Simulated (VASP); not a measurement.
# SnTe (Pm-3m) in VASP: a series of runs, part 5 of 7

VASP 6.6.1. Earlier steps stand in the parts before.

### Step 65. Equation of state, LDA, 30.66 Å³/atom

Input file INCAR:

```
PREC = Normal
ENCUT = 400
EDIFF = 1E-4
ISMEAR = 0
SIGMA = 0.05
LREAL = Auto
LASPH = True
NELM = 100
ALGO = Normal
ISIF = 2
LWAVE = False
LCHARG = False
GGA = CA
ADDGRID = False
```

Input file KPOINTS:

```
regular mesh
0
Gamma
  4 4 4
```

Input file POSCAR:

```
SnTe
1.0
    3.9433629105      0.0000000000      0.0000000000
    0.0000000000      3.9433629105      0.0000000000
    0.0000000000      0.0000000000      3.9433629105
Te Sn
1 1
Direct
    0.5000000000      0.5000000000      0.5000000000
    0.0000000000      0.0000000000      0.0000000000
```

Run with:

```
$ cat potpaw_LDA.64/Te/POTCAR potpaw_LDA.64/Sn_d/POTCAR > POTCAR
$ mpirun -np 1 vasp_std > vasp.out
```

It took 3 s on 1 thread of AMD EPYC 9R14 (Zen 4), shared host; peak memory 0.09 GiB.

These settings aren't checked as converged: the numbers below hold their error.

What came out:

```yaml
Free_energy: -8.1255 eV
Pressure: -4.2 GPa
Band_gap_on_the_k_mesh: none (metal or under the smearing width)
```

Caveat: the k mesh is coarse (spacing up to 0.40 Å⁻¹), so the values aren't converged.

### Step 66. Equation of state, LDA, 28.87 Å³/atom

Input file INCAR:

```
PREC = Accurate
ENCUT = 300
EDIFF = 1E-6
ISMEAR = 0
SIGMA = 0.05
LREAL = False
LASPH = True
NELM = 100
ALGO = Normal
ISIF = 2
LWAVE = False
LCHARG = False
GGA = CA
ADDGRID = False
```

Input file KPOINTS:

```
regular mesh
0
Gamma
  5 5 5
```

Input file POSCAR:

```
SnTe
1.0
    3.8652558891      0.0000000000      0.0000000000
    0.0000000000      3.8652558891      0.0000000000
    0.0000000000      0.0000000000      3.8652558891
Te Sn
1 1
Direct
    0.5000000000      0.5000000000      0.5000000000
    0.0000000000      0.0000000000      0.0000000000
```

Potentials or basis: VASP PAW LDA potentials, release 64 (Te, Sn_d).

Run with:

```
$ cat potpaw_LDA.64/Te/POTCAR potpaw_LDA.64/Sn_d/POTCAR > POTCAR
$ mpirun -np 1 vasp_std > vasp.out
```

Wall time 3 s (1 thread of AMD EPYC 9R14 (Zen 4), shared host); peak memory 0.09 GiB.

The run converged, but some of its settings lie outside the range that counts as converged, so its numbers aren't taken as properties of the crystal.

What came out:

* Free energy: -8.3854 eV
* Pressure: -3.2 GPa
* Band gap on the k mesh: none (metal or under the smearing width)

### Step 67. Equation of state, LDA, 30.66 Å³/atom

INCAR is that of step 66.

KPOINTS is that of step 66.

Input file POSCAR:

```
SnTe
1.0
    3.9433629105      0.0000000000      0.0000000000
    0.0000000000      3.9433629105      0.0000000000
    0.0000000000      0.0000000000      3.9433629105
Te Sn
1 1
Direct
    0.5000000000      0.5000000000      0.5000000000
    0.0000000000      0.0000000000      0.0000000000
```

Run with:

```
$ cat potpaw_LDA.64/Te/POTCAR potpaw_LDA.64/Sn_d/POTCAR > POTCAR
$ mpirun -np 1 vasp_std > vasp.out
```

Wall time 2.8 s (1 thread of AMD EPYC 9R14 (Zen 4), shared host); peak memory 0.09 GiB.

These settings aren't checked as converged: the numbers below hold their error.

What came out:

| Property | Result |
| --- | --- |
| Free energy | -8.2945 eV |
| Pressure | -5.4 GPa |
| Band gap on the k mesh | none (metal or under the smearing width) |

### Step 68. Equation of state, LDA, 28.87 Å³/atom

INCAR, as its differences from that of step 67:

```diff
@@ -1,3 +1,3 @@
 PREC = Accurate
-ENCUT = 300
+ENCUT = 500
 EDIFF = 1E-6
```

Input file KPOINTS:

```
regular mesh
0
Gamma
  4 4 4
```

Input file POSCAR:

```
SnTe
1.0
    3.8652558891      0.0000000000      0.0000000000
    0.0000000000      3.8652558891      0.0000000000
    0.0000000000      0.0000000000      3.8652558891
Te Sn
1 1
Direct
    0.5000000000      0.5000000000      0.5000000000
    0.0000000000      0.0000000000      0.0000000000
```

Run with:

```
$ cat potpaw_LDA.64/Te/POTCAR potpaw_LDA.64/Sn_d/POTCAR > POTCAR
$ mpirun -np 1 vasp_std > vasp.out
```

Wall time 5.3 s (1 thread of AMD EPYC 9R14 (Zen 4), shared host); peak memory 0.11 GiB.

The run converged, but some of its settings lie outside the range that counts as converged, so its numbers aren't taken as properties of the crystal.

What came out:

| Item | Value |
| --- | --- |
| Free energy | -8.2091 eV |
| Pressure | -3.3 GPa |
| Band gap on the k mesh | none (metal or under the smearing width) |

Caveat: the k mesh is coarse (spacing up to 0.41 Å⁻¹), so the values aren't converged.

### Step 69. Equation of state, LDA, 30.66 Å³/atom

INCAR is that of step 68.

KPOINTS is that of step 68.

Input file POSCAR:

```
SnTe
1.0
    3.9433629105      0.0000000000      0.0000000000
    0.0000000000      3.9433629105      0.0000000000
    0.0000000000      0.0000000000      3.9433629105
Te Sn
1 1
Direct
    0.5000000000      0.5000000000      0.5000000000
    0.0000000000      0.0000000000      0.0000000000
```

Potentials or basis: VASP PAW LDA potentials, release 64 (Te, Sn_d).

Run with:

```
$ cat potpaw_LDA.64/Te/POTCAR potpaw_LDA.64/Sn_d/POTCAR > POTCAR
$ mpirun -np 1 vasp_std > vasp.out
```

It took 5.7 s on 1 thread of AMD EPYC 9R14 (Zen 4), shared host; peak memory 0.12 GiB.

These settings aren't checked as converged: the numbers below hold their error.

What came out:

```yaml
Free_energy: -8.1238 eV
Pressure: -4.3 GPa
Band_gap_on_the_k_mesh: none (metal or under the smearing width)
```

Caveat: the k mesh is coarse (spacing up to 0.40 Å⁻¹), so the values aren't converged.

### Step 70. Equation of state, LDA, 28.87 Å³/atom

INCAR, as its differences from that of step 69:

```diff
@@ -1,3 +1,3 @@
 PREC = Accurate
-ENCUT = 500
+ENCUT = 350
 EDIFF = 1E-6
```

Input file KPOINTS:

```
regular mesh
0
Gamma
  5 5 5
```

Input file POSCAR:

```
SnTe
1.0
    3.8652558891      0.0000000000      0.0000000000
    0.0000000000      3.8652558891      0.0000000000
    0.0000000000      0.0000000000      3.8652558891
Te Sn
1 1
Direct
    0.5000000000      0.5000000000      0.5000000000
    0.0000000000      0.0000000000      0.0000000000
```

Run with:

```
$ cat potpaw_LDA.64/Te/POTCAR potpaw_LDA.64/Sn_d/POTCAR > POTCAR
$ mpirun -np 1 vasp_std > vasp.out
```

It took 3.5 s on 1 thread of AMD EPYC 9R14 (Zen 4), shared host; peak memory 0.09 GiB.

These settings aren't checked as converged: the numbers below hold their error.

What came out:

| Quantity | Value |
| --- | --- |
| Free energy | -8.3851 eV |
| Pressure | -3.2 GPa |
| Band gap on the k mesh | none (metal or under the smearing width) |

### Step 71. Equation of state, LDA, 30.66 Å³/atom

INCAR is that of step 70.

KPOINTS is that of step 70.

Input file POSCAR:

```
SnTe
1.0
    3.9433629105      0.0000000000      0.0000000000
    0.0000000000      3.9433629105      0.0000000000
    0.0000000000      0.0000000000      3.9433629105
Te Sn
1 1
Direct
    0.5000000000      0.5000000000      0.5000000000
    0.0000000000      0.0000000000      0.0000000000
```

Run with:

```
$ cat potpaw_LDA.64/Te/POTCAR potpaw_LDA.64/Sn_d/POTCAR > POTCAR
$ mpirun -np 1 vasp_std > vasp.out
```

Run time: 3.5 s. Hardware: 1 thread of AMD EPYC 9R14 (Zen 4), shared host; peak memory 0.09 GiB.

The run converged, but some of its settings lie outside the range that counts as converged, so its numbers aren't taken as properties of the crystal.

Results:

| Quantity | Value |
| --- | --- |
| Free energy | -8.2937 eV |
| Pressure | -5.4 GPa |
| Band gap on the k mesh | none (metal or under the smearing width) |

### Step 72. Equation of state, LDA, 28.87 Å³/atom

INCAR, as its differences from that of step 71:

```diff
@@ -1,3 +1,3 @@
 PREC = Accurate
-ENCUT = 350
+ENCUT = 600
 EDIFF = 1E-6
```

Input file KPOINTS:

```
regular mesh
0
Gamma
  4 4 4
```

Input file POSCAR:

```
SnTe
1.0
    3.8652558891      0.0000000000      0.0000000000
    0.0000000000      3.8652558891      0.0000000000
    0.0000000000      0.0000000000      3.8652558891
Te Sn
1 1
Direct
    0.5000000000      0.5000000000      0.5000000000
    0.0000000000      0.0000000000      0.0000000000
```

Potentials or basis: VASP PAW LDA potentials, release 64 (Te, Sn_d).

Run with:

```
$ cat potpaw_LDA.64/Te/POTCAR potpaw_LDA.64/Sn_d/POTCAR > POTCAR
$ mpirun -np 1 vasp_std > vasp.out
```

Wall time 6.7 s (1 thread of AMD EPYC 9R14 (Zen 4), shared host); peak memory 0.13 GiB.

The run converged, but some of its settings lie outside the range that counts as converged, so its numbers aren't taken as properties of the crystal.

Results:

| Item | Value |
| --- | --- |
| Free energy | -8.2091 eV |
| Pressure | -3.3 GPa |
| Band gap on the k mesh | none (metal or under the smearing width) |

Caveat: the k mesh is coarse (spacing up to 0.41 Å⁻¹), so the values aren't converged.

### Step 73. Equation of state, LDA, 30.66 Å³/atom

INCAR is that of step 72.

KPOINTS is that of step 72.

Input file POSCAR:

```
SnTe
1.0
    3.9433629105      0.0000000000      0.0000000000
    0.0000000000      3.9433629105      0.0000000000
    0.0000000000      0.0000000000      3.9433629105
Te Sn
1 1
Direct
    0.5000000000      0.5000000000      0.5000000000
    0.0000000000      0.0000000000      0.0000000000
```

Run with:

```
$ cat potpaw_LDA.64/Te/POTCAR potpaw_LDA.64/Sn_d/POTCAR > POTCAR
$ mpirun -np 1 vasp_std > vasp.out
```

Wall time 6.6 s (1 thread of AMD EPYC 9R14 (Zen 4), shared host); peak memory 0.12 GiB.

The run converged, but some of its settings lie outside the range that counts as converged, so its numbers aren't taken as properties of the crystal.

Results:

```yaml
Free_energy: -8.1238 eV
Pressure: -4.3 GPa
Band_gap_on_the_k_mesh: none (metal or under the smearing width)
```

Caveat: the k mesh is coarse (spacing up to 0.40 Å⁻¹), so the values aren't converged.

### Step 74. Equation of state, LDA, 28.87 Å³/atom

INCAR, as its differences from that of step 73:

```diff
@@ -1,3 +1,3 @@
 PREC = Accurate
-ENCUT = 600
+ENCUT = 400
 EDIFF = 1E-6
```

Input file KPOINTS:

```
regular mesh
0
Gamma
  5 5 5
```

Input file POSCAR:

```
SnTe
1.0
    3.8652558891      0.0000000000      0.0000000000
    0.0000000000      3.8652558891      0.0000000000
    0.0000000000      0.0000000000      3.8652558891
Te Sn
1 1
Direct
    0.5000000000      0.5000000000      0.5000000000
    0.0000000000      0.0000000000      0.0000000000
```

Run with:

```
$ cat potpaw_LDA.64/Te/POTCAR potpaw_LDA.64/Sn_d/POTCAR > POTCAR
$ mpirun -np 1 vasp_std > vasp.out
```

Run time: 4.2 s. Hardware: 1 thread of AMD EPYC 9R14 (Zen 4), shared host; peak memory 0.11 GiB.

The run converged, but some of its settings lie outside the range that counts as converged, so its numbers aren't taken as properties of the crystal.

What came out:

| Quantity | Value |
| --- | --- |
| Free energy | -8.3863 eV |
| Pressure | -3.0 GPa |
| Band gap on the k mesh | none (metal or under the smearing width) |

### Step 75. Equation of state, LDA, 30.66 Å³/atom

INCAR is that of step 74.

KPOINTS is that of step 74.

Input file POSCAR:

```
SnTe
1.0
    3.9433629105      0.0000000000      0.0000000000
    0.0000000000      3.9433629105      0.0000000000
    0.0000000000      0.0000000000      3.9433629105
Te Sn
1 1
Direct
    0.5000000000      0.5000000000      0.5000000000
    0.0000000000      0.0000000000      0.0000000000
```

Potentials or basis: VASP PAW LDA potentials, release 64 (Te, Sn_d).

Run with:

```
$ cat potpaw_LDA.64/Te/POTCAR potpaw_LDA.64/Sn_d/POTCAR > POTCAR
$ mpirun -np 1 vasp_std > vasp.out
```

Wall time 3.8 s (1 thread of AMD EPYC 9R14 (Zen 4), shared host); peak memory 0.11 GiB.

The run converged, but some of its settings lie outside the range that counts as converged, so its numbers aren't taken as properties of the crystal.

Results:

```yaml
Free_energy: -8.2952 eV
Pressure: -5.2 GPa
Band_gap_on_the_k_mesh: none (metal or under the smearing width)
```

### Step 76. Equation of state, LDA, 28.87 Å³/atom

INCAR, as its differences from that of step 75:

```diff
@@ -1,3 +1,3 @@
 PREC = Accurate
-ENCUT = 400
+ENCUT = 250
 EDIFF = 1E-6
```

Input file KPOINTS:

```
regular mesh
0
Gamma
  7 7 7
```

Input file POSCAR:

```
SnTe
1.0
    3.8652558891      0.0000000000      0.0000000000
    0.0000000000      3.8652558891      0.0000000000
    0.0000000000      0.0000000000      3.8652558891
Te Sn
1 1
Direct
    0.5000000000      0.5000000000      0.5000000000
    0.0000000000      0.0000000000      0.0000000000
```

Run with:

```
$ cat potpaw_LDA.64/Te/POTCAR potpaw_LDA.64/Sn_d/POTCAR > POTCAR
$ mpirun -np 1 vasp_std > vasp.out
```

It took 3.3 s on 1 thread of AMD EPYC 9R14 (Zen 4), shared host; peak memory 0.09 GiB.

These settings aren't checked as converged: the numbers below hold their error.

Results:

```
Free energy            : -8.3785 eV
Band gap on the k mesh : none (metal or under the smearing width)
```

Caveat: the cutoff is under 1.25 times the usual one of these potentials, so pressure, stress and relaxed cells hold a basis-set (Pulay) error.

### Step 77. Equation of state, LDA, 30.66 Å³/atom

INCAR is that of step 76.

KPOINTS is that of step 76.

Input file POSCAR:

```
SnTe
1.0
    3.9433629105      0.0000000000      0.0000000000
    0.0000000000      3.9433629105      0.0000000000
    0.0000000000      0.0000000000      3.9433629105
Te Sn
1 1
Direct
    0.5000000000      0.5000000000      0.5000000000
    0.0000000000      0.0000000000      0.0000000000
```

Run with:

```
$ cat potpaw_LDA.64/Te/POTCAR potpaw_LDA.64/Sn_d/POTCAR > POTCAR
$ mpirun -np 1 vasp_std > vasp.out
```

Wall time 3.5 s (1 thread of AMD EPYC 9R14 (Zen 4), shared host); peak memory 0.09 GiB.

These settings aren't checked as converged: the numbers below hold their error.

Results:

| Item | Value |
| --- | --- |
| Free energy | -8.2713 eV |
| Band gap on the k mesh | none (metal or under the smearing width) |

Caveat: the cutoff is under 1.25 times the usual one of these potentials, so pressure, stress and relaxed cells hold a basis-set (Pulay) error.

### Step 78. Equation of state, LDA, 28.87 Å³/atom

INCAR, as its differences from that of step 77:

```diff
@@ -1,3 +1,3 @@
 PREC = Accurate
-ENCUT = 250
+ENCUT = 500
 EDIFF = 1E-6
```

Input file KPOINTS:

```
regular mesh
0
Gamma
  5 5 5
```

Input file POSCAR:

```
SnTe
1.0
    3.8652558891      0.0000000000      0.0000000000
    0.0000000000      3.8652558891      0.0000000000
    0.0000000000      0.0000000000      3.8652558891
Te Sn
1 1
Direct
    0.5000000000      0.5000000000      0.5000000000
    0.0000000000      0.0000000000      0.0000000000
```

Potentials or basis: VASP PAW LDA potentials, release 64 (Te, Sn_d).

Run with:

```
$ cat potpaw_LDA.64/Te/POTCAR potpaw_LDA.64/Sn_d/POTCAR > POTCAR
$ mpirun -np 1 vasp_std > vasp.out
```

It took 4.6 s on 1 thread of AMD EPYC 9R14 (Zen 4), shared host; peak memory 0.11 GiB.

These settings aren't checked as converged: the numbers below hold their error.

What came out:

| Item | Value |
| --- | --- |
| Free energy | -8.3864 eV |
| Pressure | -3.0 GPa |
| Band gap on the k mesh | none (metal or under the smearing width) |

### Step 79. Equation of state, LDA, 30.66 Å³/atom

INCAR is that of step 78.

KPOINTS is that of step 78.

Input file POSCAR:

```
SnTe
1.0
    3.9433629105      0.0000000000      0.0000000000
    0.0000000000      3.9433629105      0.0000000000
    0.0000000000      0.0000000000      3.9433629105
Te Sn
1 1
Direct
    0.5000000000      0.5000000000      0.5000000000
    0.0000000000      0.0000000000      0.0000000000
```

Run with:

```
$ cat potpaw_LDA.64/Te/POTCAR potpaw_LDA.64/Sn_d/POTCAR > POTCAR
$ mpirun -np 1 vasp_std > vasp.out
```

Run time: 4.6 s. Hardware: 1 thread of AMD EPYC 9R14 (Zen 4), shared host; peak memory 0.12 GiB.

These settings aren't checked as converged: the numbers below hold their error.

What came out:

```
Free energy            : -8.2952 eV
Pressure               : -5.2 GPa
Band gap on the k mesh : none (metal or under the smearing width)
```

### Step 80. Equation of state, LDA, 28.87 Å³/atom

INCAR, as its differences from that of step 79:

```diff
@@ -1,3 +1,3 @@
 PREC = Accurate
-ENCUT = 500
+ENCUT = 900
 EDIFF = 1E-6
```

Input file KPOINTS:

```
regular mesh
0
Gamma
  4 4 4
```

Input file POSCAR:

```
SnTe
1.0
    3.8652558891      0.0000000000      0.0000000000
    0.0000000000      3.8652558891      0.0000000000
    0.0000000000      0.0000000000      3.8652558891
Te Sn
1 1
Direct
    0.5000000000      0.5000000000      0.5000000000
    0.0000000000      0.0000000000      0.0000000000
```

Run with:

```
$ cat potpaw_LDA.64/Te/POTCAR potpaw_LDA.64/Sn_d/POTCAR > POTCAR
$ mpirun -np 1 vasp_std > vasp.out
```

Wall time 13 s (1 thread of AMD EPYC 9R14 (Zen 4), shared host); peak memory 0.17 GiB.

The run converged, but some of its settings lie outside the range that counts as converged, so its numbers aren't taken as properties of the crystal.

What came out:

```yaml
Free_energy: -8.2091 eV
Pressure: -3.3 GPa
Band_gap_on_the_k_mesh: none (metal or under the smearing width)
```

Caveat: the k mesh is coarse (spacing up to 0.41 Å⁻¹), so the values aren't converged.

### Step 81. Equation of state, LDA, 30.66 Å³/atom

INCAR is that of step 80.

KPOINTS is that of step 80.

Input file POSCAR:

```
SnTe
1.0
    3.9433629105      0.0000000000      0.0000000000
    0.0000000000      3.9433629105      0.0000000000
    0.0000000000      0.0000000000      3.9433629105
Te Sn
1 1
Direct
    0.5000000000      0.5000000000      0.5000000000
    0.0000000000      0.0000000000      0.0000000000
```

Potentials or basis: VASP PAW LDA potentials, release 64 (Te, Sn_d).

Run with:

```
$ cat potpaw_LDA.64/Te/POTCAR potpaw_LDA.64/Sn_d/POTCAR > POTCAR
$ mpirun -np 1 vasp_std > vasp.out
```

Run time: 12 s. Hardware: 1 thread of AMD EPYC 9R14 (Zen 4), shared host; peak memory 0.17 GiB.

The run converged, but some of its settings lie outside the range that counts as converged, so its numbers aren't taken as properties of the crystal.

Results:

```
Free energy            : -8.1238 eV
Pressure               : -4.3 GPa
Band gap on the k mesh : none (metal or under the smearing width)
```

Caveat: the k mesh is coarse (spacing up to 0.40 Å⁻¹), so the values aren't converged.

### Step 82. Equation of state, LDA, 28.87 Å³/atom

INCAR, as its differences from that of step 81:

```diff
@@ -1,3 +1,3 @@
 PREC = Accurate
-ENCUT = 900
+ENCUT = 300
 EDIFF = 1E-6
```

Input file KPOINTS:

```
regular mesh
0
Gamma
  7 7 7
```

Input file POSCAR:

```
SnTe
1.0
    3.8652558891      0.0000000000      0.0000000000
    0.0000000000      3.8652558891      0.0000000000
    0.0000000000      0.0000000000      3.8652558891
Te Sn
1 1
Direct
    0.5000000000      0.5000000000      0.5000000000
    0.0000000000      0.0000000000      0.0000000000
```

Run with:

```
$ cat potpaw_LDA.64/Te/POTCAR potpaw_LDA.64/Sn_d/POTCAR > POTCAR
$ mpirun -np 1 vasp_std > vasp.out
```

Run time: 4.8 s. Hardware: 1 thread of AMD EPYC 9R14 (Zen 4), shared host; peak memory 0.1 GiB.

These settings aren't checked as converged: the numbers below hold their error.

What came out:

| Item | Value |
| --- | --- |
| Free energy | -8.3789 eV |
| Pressure | -4.2 GPa |
| Band gap on the k mesh | none (metal or under the smearing width) |

### Step 83. Equation of state, LDA, 30.66 Å³/atom

INCAR is that of step 82.

KPOINTS is that of step 82.

Input file POSCAR:

```
SnTe
1.0
    3.9433629105      0.0000000000      0.0000000000
    0.0000000000      3.9433629105      0.0000000000
    0.0000000000      0.0000000000      3.9433629105
Te Sn
1 1
Direct
    0.5000000000      0.5000000000      0.5000000000
    0.0000000000      0.0000000000      0.0000000000
```

Run with:

```
$ cat potpaw_LDA.64/Te/POTCAR potpaw_LDA.64/Sn_d/POTCAR > POTCAR
$ mpirun -np 1 vasp_std > vasp.out
```

It took 4.9 s on 1 thread of AMD EPYC 9R14 (Zen 4), shared host; peak memory 0.1 GiB.

These settings aren't checked as converged: the numbers below hold their error.

Results:

- Free energy: -8.2715 eV
- Pressure: -5.8 GPa
- Band gap on the k mesh: none (metal or under the smearing width)

### Step 84. Equation of state, LDA, 28.87 Å³/atom

INCAR, as its differences from that of step 83:

```diff
@@ -1,3 +1,3 @@
 PREC = Accurate
-ENCUT = 300
+ENCUT = 350
 EDIFF = 1E-6
```

KPOINTS is that of step 83.

Input file POSCAR:

```
SnTe
1.0
    3.8652558891      0.0000000000      0.0000000000
    0.0000000000      3.8652558891      0.0000000000
    0.0000000000      0.0000000000      3.8652558891
Te Sn
1 1
Direct
    0.5000000000      0.5000000000      0.5000000000
    0.0000000000      0.0000000000      0.0000000000
```

Potentials or basis: VASP PAW LDA potentials, release 64 (Te, Sn_d).

Run with:

```
$ cat potpaw_LDA.64/Te/POTCAR potpaw_LDA.64/Sn_d/POTCAR > POTCAR
$ mpirun -np 1 vasp_std > vasp.out
```

Run time: 5.4 s. Hardware: 1 thread of AMD EPYC 9R14 (Zen 4), shared host; peak memory 0.1 GiB.

These settings aren't checked as converged: the numbers below hold their error.

Results:

```yaml
Free_energy: -8.3782 eV
Pressure: -4.2 GPa
Band_gap_on_the_k_mesh: none (metal or under the smearing width)
```

### Step 85. Equation of state, LDA, 30.66 Å³/atom

INCAR is that of step 84.

KPOINTS is that of step 84.

Input file POSCAR:

```
SnTe
1.0
    3.9433629105      0.0000000000      0.0000000000
    0.0000000000      3.9433629105      0.0000000000
    0.0000000000      0.0000000000      3.9433629105
Te Sn
1 1
Direct
    0.5000000000      0.5000000000      0.5000000000
    0.0000000000      0.0000000000      0.0000000000
```

Run with:

```
$ cat potpaw_LDA.64/Te/POTCAR potpaw_LDA.64/Sn_d/POTCAR > POTCAR
$ mpirun -np 1 vasp_std > vasp.out
```

It took 5.1 s on 1 thread of AMD EPYC 9R14 (Zen 4), shared host; peak memory 0.1 GiB.

The run converged, but some of its settings lie outside the range that counts as converged, so its numbers aren't taken as properties of the crystal.

What came out:

- Free energy: -8.2709 eV
- Pressure: -5.8 GPa
- Band gap on the k mesh: none (metal or under the smearing width)

[end of part 5 of 7]
